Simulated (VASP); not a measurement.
# Mg₃Te: restarted molecular dynamics, 2 variants

Mg₃Te, I4/mmm (no. 139), 8 atoms in the cell. PBE, molecular dynamics; PAW potentials Te, Mg (PBE set).

| Restart from | Temperature at the end (K) | The same without a restart (K) | Potential energy at the end (eV/atom) | The same without a restart (eV/atom) | Electronic steps in the first step after the restart | Time (s) |
|---|---|---|---|---|---|---|
| CONTCAR with velocities, WAVECAR read | 384.0 | 384.0 | -2.01135 | -2.01135 | 4 | 329 |
| CONTCAR with velocities, no WAVECAR | 384.0 | 384.0 | -2.01135 | -2.01135 | 13 | 306 |

Limits: 120 fs of 8 atoms are too short for converged averages; the cell is only 4.3 Å across, so each atom moves in step with near copies of itself.

## Input of the first row

INCAR.step1:
```
SYSTEM = Mg3Te
GGA = PE
PREC = Normal
ENCUT = 200
EDIFF = 1E-6
NELMIN = 4
NELM = 60
ALGO = Fast
LREAL = Auto
LASPH = .TRUE.
ISMEAR = -1
SIGMA = 0.05
ISYM = 0
LWAVE = .TRUE.
LCHARG = .FALSE.
IBRION = 0
NSW = 30
POTIM = 2.0
TEBEG = 600
ISIF = 2
RANDOM_SEED = 582072 0 0
MDALGO = 4
NHC_NCHAINS = 3
NHC_PERIOD = 30
KPAR = 2
```

INCAR.step2, as INCAR.step1 but for:
```
- LWAVE = .TRUE.
+ LWAVE = .FALSE.
```

KPOINTS:
```
k-points
0
Gamma
  3 3 1
```

POSCAR.step1:
```
Mg3Te
1.0
    4.2787200000      0.0000000000      0.0000000000
    0.0000000000      4.2787200000      0.0000000000
    0.0000000000      0.0000000000     10.5649760000
Te Mg
2 6
Direct
    0.0000000000      0.0000000000      0.0000000000
    0.5000000000      0.5000000000      0.5000000000
    0.5000000000      0.0000000000      0.2500000000
    0.0000000000      0.5000000000      0.2500000000
    0.5000000000      0.5000000000      0.0000000000
    0.0000000000      0.5000000000      0.7500000000
    0.5000000000      0.0000000000      0.7500000000
    0.0000000000      0.0000000000      0.5000000000
```

Commands (each step's output is kept before the next begins):
```
cat potpaw_PBE.64/Te/POTCAR potpaw_PBE.64/Mg/POTCAR > POTCAR
cp INCAR.step1 INCAR
cp POSCAR.step1 POSCAR
mpirun -np 2 vasp_std > vasp.out
cp CONTCAR POSCAR
cp INCAR.step2 INCAR
mpirun -np 2 vasp_std > vasp.out
```

Changes of the last row against the first:
```
(step 1)
- LWAVE = True
+ LWAVE = False
```

VASP 6.6.1 took 329 s on 2 cores (AMD EPYC 7571), a shared host.
